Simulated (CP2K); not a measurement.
PbS (Galena) in CP2K: the effect of functional

PbS (Galena):

```
CELL_PARAMETERS angstrom
4.19420 0.00000 0.00000
2.09710 3.63229 0.00000
2.09710 1.21076 3.42455
ATOMIC_POSITIONS crystal
Pb 0.00000 0.00000 0.00000
S 0.50000 0.50000 0.50000
```

Alike in all runs:

* Program: CP2K 2026.2
* Task: band structure
* Potentials or basis: POTENTIAL_UZH Pb GTH-PBE-q4, S GTH-PBE-q6; TZVP-MOLOPT-PBE-GTH basis
* Density cutoff: 9184 eV
* k mesh: 8 × 8 × 8
* Occupations: fermi-dirac, width 0.05 eV
* Spin: no spin polarisation

```tsv
functional	gap on the mesh (eV)	pressure (GPa)
LDA	0.09	1.3
PBEsol	0.10	1.5
AM05	0.13	1.6
optB88-vdW	?	?
PW91	0.25	3.0
HLE17	1.03	0.4
```

**Question.** What does the run with functional optB88-vdW give?

**Answer.** gap on the mesh 0.37 eV; pressure 4.1 GPa.

Caveats: the potentials were made for another functional, which shifts forces and pressure; spin-orbit coupling is left out, which as a rule narrows the gap of such compounds by several tenths of an eV; the basis of atomic orbitals isn't converged, which shifts pressures, moduli and gaps; the potentials were made for a functional far from this one (some runs).

Runs at the PBE level aren't shown here.
